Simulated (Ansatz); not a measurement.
# WSi2P4 monolayer in a perpendicular field, part 2 of 2

Aim: how the WSi2P4 monolayer screens a field along its normal, and what the field does to its bands. A positive field points along +c.

Ansatz 0.2.0; plane-wave DFT, PBE-D3(BJ), Ansatz PAW (set soft_1); PAW set soft_1.

So far. Step 2 (Relaxing the slab): The lattice constant a goes from 3.480 to 3.420 Å.

## Step 3: Single point, field 0

A sawtooth potential applies the field, turning back in the middle of the vacuum. With the dipole correction the typed value is the field outside the slab. The induced dipole is small, so the SCF threshold is tight.

The cell differs from the one that the last finished run ended in (c 48.011 → 27.429 Å).

Contents of input.yaml:

```yaml
crystal:
  lattice:
    - [3.420292851, 0.0, 0.0]
    - [-1.7101464255, 2.9620604973, 0.0]
    - [0.0, 0.0, 27.4287247646]
  atoms:
    - { symbol: P, position: [0.0, 0.0, 0.3281231657] }
    - { symbol: Si, position: [0.3333333333, 0.6666666667, 0.3660885128] }
    - { symbol: P, position: [0.3333333333, 0.6666666667, 0.4476551091] }
    - { symbol: W, position: [0.0, 0.0, 0.5] }
    - { symbol: P, position: [0.3333333333, 0.6666666667, 0.5523448909] }
    - { symbol: Si, position: [0.3333333333, 0.6666666667, 0.6339114872] }
    - { symbol: P, position: [0.0, 0.0, 0.6718768343] }
kpoints:
  mp_grid: { grid: [18, 18, 1] }
  band_path:
    path: [[0, 0, 0], [0.5, 0, 0], [0.33333333, 0.33333333, 0], [0, 0, 0]]
    npoints: 16
hamiltonian:
  xc: pbe
  dispersion: d3bj
  pseudopotentials: { kind: paw, azcp: { folder: soft_1 } }
scf:
  occupations: { method: fermi_dirac, width: 0.02585 }
  convergence: { dr2_threshold: 1.0e-10 }
efield:
  axis: 3
  dipole_correction: true
  ramp_position: 0.97
  ramp_width: 0.06
  amplitude: 0
output:
  dos: { projected: true, e_range: [-6, 5] }
  write_potential: true
  write_density: true
  volumetric_format: npy
  elf: true
```

Run with:

```console
$ ansatz run input.yaml --threads 2 --pin off --max-ram 3072MiB --backend cpu --events-out ev --progress --plain --runs-dir out
```

Numbers of over 12 decimals in the logs are rounded to 6 here.

The program printed:

```text
[...]
Crystal: 7 atoms, lattice volume = 277.884 Å³
Basis set: ecut = 420 eV, 5395 PW (Γ)
Bands: 28, of which v1, the nominal top of the filled ones, is band 21 counted from 1 (20 counted from 0)
Symmetry: 6 space group operations
k-points: 37 of 324 (time reversal used)
[...]
SCF iter   1: F=—  HF=-14685.669051 eV  |F-HF|=—  |Δ(HF+E_count)|=         —  Δρ=3.32e-2  dr2=3.74e0  ethr=3.10e-3  p=0.000 e·Å  D=3.95e-14 V/Å  ΔV_dip=-0.00 eV  dr2_dipole=5.07e-8  V_vac-E_F(+/−)=6.55/6.55 eV  ⟨swp⟩=12.0  Hψ=7710  notcnv=0
efield: sawtooth ramp at fractional position 0.9700 (set: `efield.ramp_position`, or a place that a band, a saddle search or an elastic batch's reference lends), width 0.0600; the density the first Hamiltonian is built on has a dipole p = 0.000 e·Å; the dipole correction subtracts the counter field D = 3.95e-14 V/Å, which shifts the + side's vacuum level by -0.00 eV against the − side's; the planar-averaged density in the ramp window peaks in size at 4.1e-7 e/Å³
[...]
SCF iter   2: F=—  HF=-14685.364855 eV  |F-HF|=—  |Δ(HF+E_count)|=   3.04e-1  Δρ=1.80e-2  dr2=7.45e0  ethr=3.10e-3  p=0.000 e·Å  D=1.29e-4 V/Å  ΔV_dip=-0.00 eV  dr2_dipole=1.14e-5  V_vac-E_F(+/−)=3.53/3.53 eV  ⟨swp⟩=4.5  Hψ=2435  notcnv=0  defer=70
[...]
SCF iter  17: F=-14684.661950 eV  HF=-14684.661950 eV  |F-HF|=4.73e-11  |Δ(HF+E_count)|=  2.51e-10  Δρ=7.18e-8  dr2=1.79e-11  ethr=1.00e-12  p=-0.000 e·Å  D=-1.40e-7 V/Å  ΔV_dip=0.00 eV  dr2_dipole=2.05e-12  V_vac-E_F(+/−)=4.78/4.78 eV  ⟨swp⟩=11.6  Hψ=4219  notcnv=0
SCF 1 converged in 17 iterations: F = -14684.661950 eV  dr2 = 1.79e-11
[...]
NSCF: frozen V_eff on 49 k-points
efield: sawtooth ramp at fractional position 0.9700 (kept from the solve that this one continues, or follows in the run), width 0.0600; the density the first Hamiltonian is built on has a dipole p = -0.000 e·Å; the dipole correction subtracts the counter field D = -1.40e-7 V/Å, which shifts the + side's vacuum level by +0.00 eV against the − side's; the planar-averaged density in the ramp window peaks in size at 4.3e-7 e/Å³
WARN: The output density's exchange-correlation potential varies sharply where the density is thin. Do not read a vacuum level from v_tot or v_xc, or from such a field of the output density. On a cell that repeats whose density bears no net charge and no dipole along the vacuum's axis use v_es (v_loc + v_h of the components); under efield.dipole_correction with no amplitude use v_es + v_field, which holds any externa [...]
SCF converged after 17 iterations
Free energy (F): -14684.661950 eV
[...]
Internal energy: -14684.661950 eV  (E = F + TS)
E sigma→0 (E₀):  -14684.661950 eV
Fermi energy:    1.702258 eV
Dipole field:    D = 0.000001 V/Å  (p = 0.000002 e·Å, saw-weighted, corrected)
Work function:   Φ+ = 4.7765 eV   Φ− = 4.7765 eV
Levels:          The Fermi level and band energies are counted from a zero that moves with the ramp; work functions are not
[...]
--- Band table (eV; the first three rows and the last of 37) ---
  k-point 0: bands = [... 17 lower, 0.4007, 0.4823, 0.4823, 0.8937, 3.9701, 3.9701, 4.2351, 4.2351, ... 3 higher]
  k-point 1: bands = [... 17 lower, 0.3032, 0.3046, 0.3939, 0.9148, 3.8660, 4.0720, 4.0776, 4.2744, ... 3 higher]
  k-point 2: bands = [... 17 lower, 0.0597, 0.1676, 0.2081, 0.8773, 3.6351, 3.7171, 4.2903, 4.3265, ... 3 higher]
  k-point 36: bands = [... 17 lower, -1.7073, -0.5322, 0.1937, 1.2345, 2.1710, 2.7259, 2.8924, 3.6552, ... 3 higher]
```

Wall time 28 s (2 threads of Arm Neoverse V2, shared host); peak memory 0.64 GiB; 56 s of CPU time.

This step gave:

- dipole along the normal: 2.29e-6 e·Å
- gap along the path: 0.9366 eV
- smallest direct gap along the path: 0.9366 eV
- ionisation energy, upper face: 5.244 eV
- electron affinity, upper face: 4.308 eV
- gap, the smaller of path and mesh: 0.9366 eV

Running mean over a fixed 2.7 Å (it still follows the layers) of the planar mean; the ramp of the sawtooth is left out. The electron's electrostatic potential energy less the Fermi level by z:

z (Å), electron's electrostatic potential energy less the Fermi level (eV) and a bar from the least value:
```
        4       4.78 ##############################
        5       4.77 ##############################
        6       4.73 ##############################
        7       3.89 ############################
        8      -1.03 ##################
        9      -6.31 #######
       10      -7.03 ######
       11      -4.97 ##########
       12      -5.30 #########
       13      -9.53 #
       14      -9.96 
       15      -7.11 ######
       16      -4.81 ##########
       17      -5.81 ########
       18      -7.57 #####
       19      -3.58 #############
       20       2.22 #########################
       21       4.61 ##############################
       22       4.77 ##############################
       23       4.78 ##############################
       24       4.78 ##############################
```

The density of states has structure finer than the step of the table below, so its rows give means over 0.25 eV, whole bins alone (the curve runs from -6 to 2.46 eV). Peaks (eV: height): -5.810: 7.59, -5.720: 11.8, -5.200: 10.4, -2.940: 8.59, -2.330: 9.87, 1.500: 13.3, 1.990: 8.32.

Table of density of states by energy, zero at the Fermi level of the run, which the smearing sets inside the gap; means over each step:

energy (eV), density of states (states/eV a cell) and a bar:
```
    -5.75        5.6 #####################
    -5.50        3.7 ##############
    -5.25        4.4 #################
    -5.00        3.9 ###############
    -4.75        2.8 ##########
    -4.50        2.7 ##########
    -4.25        3.2 ############
    -4.00        3.8 ##############
    -3.75        3.4 #############
    -3.50        4.3 ################
    -3.25        5.0 ###################
    -3.00        6.7 #########################
    -2.75        5.1 ###################
    -2.50        5.2 ###################
    -2.25        8.0 ##############################
    -2.00        5.4 ####################
    -1.75        3.0 ###########
    -1.50        3.9 ###############
    -1.25        3.1 ############
    -1.00        1.7 ######
    -0.75        1.2 ####
    -0.50        0.2 #
    -0.25        0.0 
     0.00        0.0 
     0.25        0.0 
     0.50        0.3 #
     0.75        0.9 ###
     1.00        2.8 ###########
     1.25        4.2 ################
     1.50        6.7 #########################
     1.75        5.4 ####################
     2.00        4.7 ##################
     2.25        3.8 ##############
```

Projected DOS per atom over height of the atomic layer and energy from the Fermi level. Layers: P Si P W P Si P from below.

Ten even steps from '0' (0.00 states/eV) to '9' (2.32 states/eV), each cell a mean:
```
1213121
2227222
2219122
1104011
0002000
0000000
0000000
0000000
0003000
0016100
2023202
4134314
6146416
3134313
4134314
3123213
2122212
1112111
1112111
1133311
1132311
2232322
```
Columns: height of the atomic layer (Å) from 9 to 18.4 (not evenly spaced); rows upwards: energy from the Fermi level (eV) from -5.96 to 2.41.

Electronic bands along the path, in eV, zero at the Fermi level of the run, which the smearing sets inside the gap:

```
  point  band 18  band 19  band 20  band 21  band 22  band 23  band 24  band 25
      Γ    -1.30    -1.22    -1.22    -0.81     2.27     2.27     2.53     2.53
halfway    -2.26    -2.22    -1.93    -1.34     1.27     1.52     2.09     2.15
      M    -2.54    -2.34    -1.94    -1.24     0.89     1.02     1.58     1.62
halfway    -2.94    -2.36    -1.85    -1.00     0.94     1.36     1.58     2.47
      K    -3.41    -2.23    -1.51    -0.47     0.47     1.02     1.19     1.95
halfway    -2.41    -2.37    -1.89    -1.39     1.42     1.73     2.00     2.99
      Γ    -1.30    -1.22    -1.22    -0.81     2.27     2.27     2.53     2.53
```

ELF in the ca plane at fractional y = 0.667, with atoms of Si and P within 0.2 Å of it. It is the smooth field of the valence electrons, not physical close to the nuclei.

Ten even steps from '0' (0.00) to '9' (0.92), each cell a mean:
```
00000000000000014677777642112442122134321124
00000000000000024788766531001221122122210014
00000000000000013567778753224665222256642236
00000000000000000134678865667888523588876656
00000000000000000001356436997347633674479863
00000000000000000000232447996003533520079974
00000000000000000001243337997115633641179963
00000000000000000013577656787788633688778765
00000000000000001356778864346787422478754346
```
Columns run along c (16.0 Å, from fractional 0.06 to 0.64 of the cell), rows up along a (3.4 Å). Atoms in or near the plane, at fractional coordinates: Si at (0.37, 0.33), P at (0.45, 0.33), P at (0.55, 0.33), Si at (0.63, 0.33).

Electrostatic potential energy in the ca plane at fractional y = 0.667, with atoms of Si and P within 0.2 Å of it. With pseudopotentials it is smooth inside the atoms' cores, unlike the true potential.

Values in eV, 5 rows by 16 columns, each cell a mean:
```
  6   6   6   6   6   6   4  -3   0   4   4  -2 -10   1   4   3
  6   6   6   6   6   6   5  -1  -3   1   0  -2  -5  -2   2  -1
  6   6   6   6   6   6   5  -2 -26 -13 -28 -22  -2 -32 -17 -21
  6   6   6   6   6   6   6  -3 -24 -18 -35 -29  -3 -40 -23 -22
  6   6   6   6   6   6   5   0 -12  -3  -8  -7  -2 -11  -3  -8
```
Columns run along c (16.0 Å, from fractional 0.06 to 0.64 of the cell; values clipped at the 3rd and 97th percentile), rows up along a (3.4 Å). Atoms in or near the plane, at fractional coordinates: Si at (0.37, 0.33), P at (0.45, 0.33), P at (0.55, 0.33), Si at (0.63, 0.33).

Valence density in the ca plane at fractional y = 0.667, with atoms of Si and P within 0.2 Å of it. It is the smooth field of the valence electrons, not physical close to the nuclei.

Ten even steps from '0' (0.00 e/Å³) to '9' (0.78 e/Å³), each cell a mean:
```
00000000000000000012454321001223466432210012
00000000000000000013454321001123476432110012
00000000000000000012455421112334455443211112
00000000000000000001345543234677544577643334
00000000000000000001245434578779644697786543
00000000000000000000233225899327634672399852
00000000000000000001233225788448634684598752
00000000000000000001245544456798544689765444
00000000000000000012345432123455444455432223
```
Columns run along c (16.0 Å, from fractional 0.06 to 0.64 of the cell), rows up along a (3.4 Å). Atoms in or near the plane, at fractional coordinates: Si at (0.37, 0.33), P at (0.45, 0.33), P at (0.55, 0.33), Si at (0.63, 0.33).

The gap is 0.94 eV, with the valence edge 5.24 eV and the conduction edge 4.31 eV under the upper vacuum level. Spin-orbit coupling, left out in this run, matters for the bands of elements this heavy.

## Step 4: Single point, field 0.1 V/Å

input.yaml, as its differences from that of step 3:

```diff
@@ -28,7 +28,6 @@
   dipole_correction: true
-  ramp_position: 0.97
-  ramp_width: 0.06
-  amplitude: 0
+  ramp_position: 0.9552
+  ramp_width: 0.0897
+  amplitude: 0.1
 output:
-  dos: { projected: true, e_range: [-6, 5] }
   write_potential: true
@@ -36,2 +35 @@
   volumetric_format: npy
-  elf: true
```

The program printed:

```text
[...]
Crystal: 7 atoms, lattice volume = 277.884 Å³
Basis set: ecut = 420 eV, 5395 PW (Γ)
Bands: 28, of which v1, the nominal top of the filled ones, is band 21 counted from 1 (20 counted from 0)
Symmetry: 6 space group operations
k-points: 37 of 324 (time reversal used)
[...]
k-point 0: bands = [... 17 lower, 0.3925, 0.4898, 0.4898, 0.8936, 3.9688, 3.9688, 4.2354, 4.2354, ... 3 higher]
  k-point 1: bands = [... 17 lower, 0.2971, 0.3037, 0.4007, 0.9147, 3.8641, 4.0705, 4.0781, 4.2748, ... 3 higher]
  k-point 2: bands = [... 17 lower, 0.0538, 0.1729, 0.2074, 0.8772, 3.6302, 3.7205, 4.2862, 4.3296, ... 3 higher]
  k-point 36: bands = [... 17 lower, -1.7081, -0.5334, 0.1943, 1.2339, 2.1706, 2.7250, 2.8916, 3.6551, ... 3 higher]
[key lines of the parts left out:]
SCF converged after 17 iterations
Free energy (F): -14684.665104 eV
Fermi energy:    1.701754 eV
Dipole field:    D = 0.041068 V/Å  (p = 0.063067 e·Å, saw-weighted, corrected)
```

Run time: 28 s. Hardware: 2 threads; peak memory 0.62 GiB; 55 s of CPU time.

The dipole is 0.0631 e·Å, and the gap 0.937 eV.

## Step 5: Single point, field -0.1 V/Å

input.yaml, as its differences from that of step 4:

```diff
@@ -30,3 +30,3 @@
   ramp_width: 0.0897
-  amplitude: 0.1
+  amplitude: -0.1
 output:
```

The program printed:

```text
[...]
Crystal: 7 atoms, lattice volume = 277.884 Å³
Basis set: ecut = 420 eV, 5395 PW (Γ)
Bands: 28, of which v1, the nominal top of the filled ones, is band 21 counted from 1 (20 counted from 0)
Symmetry: 6 space group operations
k-points: 37 of 324 (time reversal used)
[...]
k-point 0: bands = [... 17 lower, 0.3927, 0.4900, 0.4900, 0.8938, 3.9689, 3.9689, 4.2356, 4.2356, ... 3 higher]
  k-point 1: bands = [... 17 lower, 0.2973, 0.3039, 0.4008, 0.9149, 3.8642, 4.0706, 4.0783, 4.2750, ... 3 higher]
  k-point 2: bands = [... 17 lower, 0.0539, 0.1731, 0.2076, 0.8774, 3.6304, 3.7207, 4.2863, 4.3298, ... 3 higher]
  k-point 36: bands = [... 17 lower, -1.7079, -0.5332, 0.1944, 1.2341, 2.1707, 2.7252, 2.8918, 3.6553, ... 3 higher]
[key lines of the parts left out:]
SCF converged after 18 iterations
Free energy (F): -14684.665104 eV
Fermi energy:    1.701917 eV
Dipole field:    D = -0.041074 V/Å  (p = -0.063077 e·Å, saw-weighted, corrected)
```

Wall time 28 s (2 threads); peak memory 0.62 GiB; 56 s of CPU time.

The dipole is -0.0631 e·Å, and the gap 0.937 eV.

## Step 6: Response, atoms held

This step: plane-wave DFT, PBE-D3(BJ), Ansatz PAW (set soft_1); response to a field along the normal, atoms held; PAW set soft_1 (Ansatz 0.2.0).

The dipoles give the slope, and the difference of two potentials shows where the field is screened.

This step gave:

```yaml
equivalent_conductor_thickness_p_eps_0ae: 11.27 Å
distance_between_the_outer_atoms: 9.429 Å
```

Table of dipole of the cell by applied field:

```csv
applied field (V/Å),dipole of the cell (e·Å)
-0.1000,-0.0631
0.0000,2.3e-6
0.1000,0.0631
```

Local field over the applied field, running mean. From the potentials at -0.1 and 0.1 V/Å; running mean over 2.5 Å. Table of local field over applied field by z:

z (Å), local field over applied field and a bar:
```
        5      0.995 ##############################
        6      0.961 #############################
        7      0.781 #######################
        8      0.434 ############
        9      0.126 ###
       10      0.069 #
       11      0.094 ##
       12      0.072 #
       13      0.044 
       14      0.035 
       15      0.057 #
       16      0.094 ##
       17      0.076 #
       18      0.076 #
       19      0.283 ########
       20      0.639 ###################
       21      0.912 ###########################
       22      0.988 ##############################
       23      0.999 ##############################
```

The induced electron density oscillates, so the rows of the table below give means over windows of 1 Å about each position, cut where the curve ends. Its maxima inside the range that stand out by 2 % of the span (Å: e/Å³ per V/Å): 8.0: 0.00368, 9.3: 8.5e-4, 11.0: 5.6e-4, 12.3: 8.2e-4, 14.6: 3.6e-4, 15.9: -2.7e-5, 17.3: 0.00157, 18.6: -4.7e-4. Its minima: 8.9: 4.7e-4, 10.1: -0.00157, 11.6: 2.7e-5, 12.9: -3.6e-4, 15.1: -8.2e-4, 16.4: -5.6e-4, 18.1: -8.5e-4, 19.4: -0.00368.

Electrons, planar mean, per unit field. Table of induced electron density by z; means over each step:

```
z (Å)  induced electron density (e/Å³ per V/Å)
    5                                   2.6e-5
    6                                   2.2e-4
    7                                  0.00141
    8                                  0.00311
    9                                   7.9e-4
   10                                  -8.1e-4
   11                                   2.3e-4
   12                                   4.3e-4
   13                                  -1.6e-4
   14                                   1.2e-4
   15                                  -3.4e-4
   16                                  -2.8e-4
   17                                   7.0e-4
   18                                  -3.0e-4
   19                                 -0.00212
   20                                 -0.00246
   21                                  -5.2e-4
   22                                  -6.6e-5
   23                                  -8.1e-6
```

The smaller of the gaps on the path and on the k-mesh, counted as 0 under 0.03 eV. The gap stays at 0.937 eV for applied field from -0.1 to 0.1 V/Å.

By hand: between -0.1 and 0.1 V/Å the dipole changes by 0.1261 e·Å, a slope of 0.6307 e·Å²/V. A perfect conductor of thickness t has p = ε₀AEt, so t = 180.95 × 0.6307 / 10.131 = 11.27 Å (e/ε₀ = 180.95 V·Å, A in Å²).

The induced dipole is that of a conductor 11.27 Å thick.

## Step 7: Outcome

| Quantity | Value |
| --- | --- |
| gap without field | 0.937 eV |
| ionisation energy, upper face | 5.24 eV |
| electron affinity, upper face | 4.31 eV |
| equivalent conductor thickness, atoms held | 11.3 Å |

**Reading.** The induced dipole equals that of a perfect conductor 11.27 Å thick, while the outer atoms lie 9.43 Å apart; an out-of-plane ε follows only once a thickness t is chosen, by 1 − 1/ε = 11.27 Å / t. The gap stays within 0.01 eV of 0.94 eV over the fields run, up to 0.1 V/Å in size. Semilocal functionals give gaps that are too small, and excitons are not included. Spin-orbit coupling is left out, which matters for the bands of elements this heavy. The outer anions sit over the metal atoms, one of several polytypes of such layers and not the lowest for every compound.

[Logs are printed without paths, hosts, clocks, repeated set-up lines and the standing remarks that a program may print on its own settings, such as how far it seeks lower states.]

[Hosts, paths, dates, database ids (printed as entryN), source tags and the programs' standing remarks are cut or masked in the printed files.]

[Maps of the electrostatic potential energy from Ansatz leave out the sawtooth potential of an applied field or a dipole correction, so their vacuum need not be flat; planar profiles and work functions include it.]

[The density of states shown here was stored with 400 of the rows of the run's finer table, so its peaks can read low, often by over a quarter, or be missed, and its means over a window can be off by a tenth or more.]
